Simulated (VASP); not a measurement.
# C (P6_3/mmc) in VASP: a series of runs, part 2 of 2

VASP 6.6.1.

**3. Relaxation of cell and atoms, PBE**

The COD entry that gives the cell may itself be a prediction, so a difference from it is no test against experiment.

File INCAR:

```
SYSTEM = C
ALGO = Normal ; EDIFF = 1E-6
EDIFFG = -0.01 ; ENCUT = 480
GGA = PE ; IBRION = 2
ISIF = 3 ; ISMEAR = -1
LASPH = .True. ; LCHARG = .False.
LREAL = .False. ; LWAVE = .False.
NELM = 80 ; NSW = 60
PREC = Accurate ; SIGMA = 0.05
```

File KPOINTS:

```
k-points
0
Gamma
  12 12 4
  0 0 0
```

File POSCAR:

```
C
1.0
    2.5221000000      0.0000000000      0.0000000000
   -1.2610500000      2.1842026709      0.0000000000
    0.0000000000      0.0000000000      8.2371000000
C
8
Direct
    0.6666666667      0.3333333333      0.8437500000
    0.3333333333      0.6666666667      0.3437500000
    0.6666666667      0.3333333333      0.6562500000
    0.3333333333      0.6666666667      0.1562500000
    0.0000000000      0.0000000000      0.9062500000
    0.0000000000      0.0000000000      0.4062500000
    0.0000000000      0.0000000000      0.5937500000
    0.0000000000      0.0000000000      0.0937500000
```

Potentials or basis: VASP PAW PBE potentials, release 64 (C_s).

Started as:

```
$ cat potpaw_PBE.64/C_s/POTCAR > POTCAR
$ mpirun -np 1 vasp_std > vasp.out
```

Run time: 2.7 min. Hardware: 1 thread of Intel Xeon Platinum 8488C (Sapphire Rapids), shared host; peak memory 0.16 GiB.

The run converged. Its results:

```
Free energy                            : -72.5739 eV
Relaxed volume                         : 5.72 Å³/atom
Relaxed cell                           : a = 2.521 Å, b = 2.521 Å, c = 8.311 Å, α = 90.00°, β = 90.00°, γ = 120.00°
Space group after relaxing (to 0.05 Å) : P6_3/mmc (No. 194)
Energy gained by relaxing              : 2.8 meV/atom
Ionic steps                            : 6
Pressure after relaxing                : 0.0 GPa
Largest force after relaxing           : 0.005 eV/Å
Band gap on the k mesh                 : 4.54 eV, indirect (least direct gap 5.28 eV)
```

Forces on the atoms (eV/Å):
```
C    0.000  0.000  0.005
C    0.000  0.000  0.005
C    0.000  0.000 -0.005
C    0.000  0.000 -0.005
C    0.000  0.000 -0.001
C    0.000  0.000 -0.001
C    0.000  0.000  0.001
C    0.000  0.000  0.001
```

Stress tensor (GPa, compression positive):
```
-0.05  0.00  0.00
 0.00 -0.05  0.00
 0.00  0.00  0.05
```

Step by step:
```tsv
step	energy change (eV)	largest force (eV/Å)	pressure (GPa)	volume (Å³)
1	0.0000	0.3288	3.53	45.38
2	0.0148	0.4679	-4.08	46.20
3	-0.0225	0.0467	0.03	45.73
4	-0.0225	0.0410	0.10	45.72
5	-0.0225	0.0457	-0.12	45.74
6	-0.0226	0.0051	-0.02	45.73
```

Final structure:
```xyz
8
Lattice="2.5206 0.0000 0.0000 -1.2603 2.1829 0.0000 0.0000 0.0000 8.3114" Properties=species:S:1:pos:R:3 pbc="T T T"
C     1.2603    0.7276    7.0185
C     0.0000    1.4553    2.8628
C     1.2603    0.7276    5.4486
C     0.0000    1.4553    1.2929
C     0.0000    0.0000    7.5386
C     0.0000    0.0000    3.3829
C     1.2603    2.1829    4.9285
C     1.2603    2.1829    0.7728
```

Levels at points of the mesh, in eV from the valence-band top:
```
           k point  band 12  band 13  band 14  band 15  band 16  band 17  band 18  band 19  band 20  band 21
(0.00, 0.00, 0.00)    -1.72    -1.72    -0.22     0.00     0.00     5.28     5.28     5.45     7.09     7.09
(0.50, 0.00, 0.00)    -5.00    -4.91    -4.65    -3.66    -2.95     4.61     5.58     5.98     6.03     6.65
(0.00, 0.00, 0.50)    -2.61    -0.65    -0.65    -0.65    -0.65     6.04     6.04     6.04     6.04     6.67
(0.50, 0.00, 0.50)    -5.97    -4.70    -4.70    -3.64    -3.64     4.95     4.95     6.99     6.99     7.55
```

A k mesh can miss the band edges. A hybrid or GW would open this gap; PBE tends to underestimate it.

**4. Relaxation of cell and atoms, PBE**

File INCAR:

```
SYSTEM = C
PREC = Accurate
ENCUT = 600
EDIFF = 1E-7
ISMEAR = -1
SIGMA = 0.05
LREAL = .FALSE.
LASPH = .TRUE.
NELM = 60
ALGO = Fast
ISIF = 3
LWAVE = .FALSE.
LCHARG = .FALSE.
GGA = PE
IBRION = 2
NSW = 40
EDIFFG = -0.01
```

File KPOINTS:

```
Automatic mesh
0
G
  12 12 4
  0 0 0
```

POSCAR is that of step 3.

Potentials or basis: VASP PAW PBE potentials, release 54 (C).

Started as:

```
$ cat potpaw_PBE.54/C/POTCAR > POTCAR
$ mpirun -np 1 vasp_std > vasp.out
```

Run time: 3.8 min. Hardware: 1 thread of Intel Xeon Platinum 8488C (Sapphire Rapids), shared host; peak memory 0.18 GiB.

The run converged. Its results:

```yaml
Free_energy: -72.6878 eV
Relaxed_volume: 5.70 Å³/atom
Relaxed_cell: a = 2.518 Å, b = 2.518 Å, c = 8.304 Å, α = 90.00°, β = 90.00°, γ = 120.00°
Space_group_after_relaxing_to_0.05_Å: P6_3/mmc (No. 194)
Energy_gained_by_relaxing: 2.6 meV/atom
Ionic_steps: 6
Pressure_after_relaxing: 0.0 GPa
Largest_force_after_relaxing: 0.004 eV/Å
Band_gap_on_the_k_mesh: 4.53 eV, indirect (least direct gap 5.29 eV)
```

Forces on the atoms (eV/Å):
```
C    0.000  0.000  0.004
C    0.000  0.000  0.004
C    0.000  0.000 -0.004
C    0.000  0.000 -0.004
C    0.000  0.000  0.001
C    0.000  0.000  0.001
C    0.000  0.000 -0.001
C    0.000  0.000 -0.001
```

Stress tensor (GPa, compression positive):
```
-0.04  0.00  0.00
 0.00 -0.04  0.00
 0.00  0.00  0.05
```

Step by step:
| step | energy change (eV) | largest force (eV/Å) | pressure (GPa) | volume (Å³) |
| --- | --- | --- | --- | --- |
| 1 | 0.0000 | 0.3284 | 2.25 | 45.38 |
| 2 | 0.0130 | 0.4678 | -2.50 | 45.90 |
| 3 | -0.0204 | 0.0439 | 0.01 | 45.60 |
| 4 | -0.0204 | 0.0374 | 0.05 | 45.60 |
| 5 | -0.0204 | 0.0409 | -0.06 | 45.61 |
| 6 | -0.0206 | 0.0041 | -0.01 | 45.60 |

Final structure:
```cif
data_structure
_symmetry_space_group_name_H-M 'P 1'
_symmetry_Int_Tables_number 1
_cell_length_a 2.5181
_cell_length_b 2.5181
_cell_length_c 8.3041
_cell_angle_alpha 90.000
_cell_angle_beta 90.000
_cell_angle_gamma 120.000
_cell_volume 45.60
loop_
_atom_site_label
_atom_site_type_symbol
_atom_site_fract_x
_atom_site_fract_y
_atom_site_fract_z
_atom_site_occupancy
C1 C 0.66667 0.33333 0.84445 1
C2 C 0.33333 0.66667 0.34445 1
C3 C 0.66667 0.33333 0.65555 1
C4 C 0.33333 0.66667 0.15555 1
C5 C 0.00000 0.00000 0.90702 1
C6 C 0.00000 0.00000 0.40702 1
C7 C 0.00000 0.00000 0.59298 1
C8 C 0.00000 0.00000 0.09298 1
```

Levels at points of the mesh, in eV from the valence-band top:
```tsv
k point	band 13	band 14	band 15	band 16	band 17	band 18	band 19	band 20
(0.00, 0.00, 0.00)	-1.72	-0.22	0.00	0.00	5.29	5.29	5.46	7.10
(0.50, 0.00, 0.00)	-4.91	-4.65	-3.66	-2.95	4.60	5.57	5.98	6.02
(0.00, 0.00, 0.50)	-0.65	-0.65	-0.65	-0.65	6.06	6.06	6.06	6.06
(0.50, 0.00, 0.50)	-4.71	-4.71	-3.64	-3.64	4.94	4.94	6.98	6.98
```

**5. Relaxation of cell and atoms, PBE**

File INCAR:

```
SYSTEM = C
  ALGO = Fast
  EDIFF = 1E-7
  EDIFFG = -0.02
  ENCUT = 580
  GGA = PE
  IBRION = 2
  ISIF = 3
  ISMEAR = -1
  LASPH = .True.
  LCHARG = .False.
  LREAL = .False.
  LWAVE = .False.
  NELM = 60
  NSW = 40
  PREC = Accurate
  SIGMA = 0.05
```

File KPOINTS:

```
k-points
0
Gamma
  12 12 4
  0 0 0
```

POSCAR is that of step 4.

Started as:

```
$ cat potpaw_PBE.54/C/POTCAR > POTCAR
$ mpirun -np 1 vasp_std > vasp.out
```

It took 3.4 min on 1 thread of Intel Xeon Platinum 8488C (Sapphire Rapids), shared host; peak memory 0.18 GiB.

Results (log left out):

| Item | Value |
| --- | --- |
| Free energy | -72.6818 eV |
| Relaxed volume | 5.70 Å³/atom |
| Relaxed cell | a = 2.518 Å, b = 2.518 Å, c = 8.305 Å, α = 90.00°, β = 90.00°, γ = 120.00° |
| Space group after relaxing (to 0.05 Å) | P6_3/mmc (No. 194) |
| Energy gained by relaxing | 2.6 meV/atom |
| Ionic steps | 6 |
| Pressure after relaxing | 0.0 GPa |
| Largest force after relaxing | 0.004 eV/Å |
| Band gap on the k mesh | 4.53 eV, indirect (least direct gap 5.29 eV) |

Forces in eV/Å, atoms in the order of the input:
```
C    0.000  0.000  0.004
C    0.000  0.000  0.004
C    0.000  0.000 -0.004
C    0.000  0.000 -0.004
C    0.000  0.000  0.001
C    0.000  0.000  0.001
C    0.000  0.000 -0.001
C    0.000  0.000 -0.001
```

Stress tensor (GPa, compression positive):
```
-0.04  0.00  0.00
 0.00 -0.04  0.00
 0.00  0.00  0.05
```

Step by step:
```
step  energy change (eV)  largest force (eV/Å)  pressure (GPa)  volume (Å³)
   1              0.0000                0.3284            2.40        45.38
   2              0.0130                0.4672           -2.67        45.93
   3             -0.0206                0.0441            0.02        45.62
   4             -0.0206                0.0377            0.06        45.61
   5             -0.0207                0.0411           -0.07        45.62
   6             -0.0208                0.0041           -0.01        45.62
```

Final structure:
```cif
data_structure
_symmetry_space_group_name_H-M 'P 1'
_symmetry_Int_Tables_number 1
_cell_length_a 2.5184
_cell_length_b 2.5184
_cell_length_c 8.3051
_cell_angle_alpha 90.000
_cell_angle_beta 90.000
_cell_angle_gamma 120.000
_cell_volume 45.62
loop_
_atom_site_label
_atom_site_type_symbol
_atom_site_fract_x
_atom_site_fract_y
_atom_site_fract_z
_atom_site_occupancy
C1 C 0.66667 0.33333 0.84445 1
C2 C 0.33333 0.66667 0.34445 1
C3 C 0.66667 0.33333 0.65555 1
C4 C 0.33333 0.66667 0.15555 1
C5 C 0.00000 0.00000 0.90702 1
C6 C 0.00000 0.00000 0.40702 1
C7 C 0.00000 0.00000 0.59298 1
C8 C 0.00000 0.00000 0.09298 1
```

Levels at points of the mesh, in eV from the valence-band top:
```tsv
k point	band 13	band 14	band 15	band 16	band 17	band 18	band 19	band 20
(0.00, 0.00, 0.00)	-1.72	-0.22	0.00	0.00	5.29	5.29	5.46	7.10
(0.50, 0.00, 0.00)	-4.91	-4.65	-3.66	-2.95	4.60	5.57	5.98	6.02
(0.00, 0.00, 0.50)	-0.65	-0.65	-0.65	-0.65	6.06	6.06	6.06	6.06
(0.50, 0.00, 0.50)	-4.71	-4.71	-3.64	-3.64	4.94	4.94	6.98	6.98
```

**6. Summary**

| potentials or basis | cutoff (eV) | gap on the mesh (eV) | pressure (GPa) | relaxed volume (Å³/atom) |
| --- | --- | --- | --- | --- |
| VASP PAW PBE potentials, release 64 (C_h) | 980 | 4.54 | 0.0 | 5.70 |
| VASP PAW PBE potentials, release 64 (C_s) | 480 | 4.54 | 0.0 | 5.72 |
| VASP PAW PBE potentials, release 54 (C) | 600 | 4.53 | 0.0 | 5.70 |
| VASP PAW PBE potentials, release 54 (C) | 580 | 4.53 | 0.0 | 5.70 |

Alike in all rows: task relaxation of cell and atoms; level PBE; no spin polarisation; cell relaxed; k mesh 12 × 12 × 4; smearing fermi-dirac 0.05 eV.

Absolute energies hang on the potentials; compare differences alone.
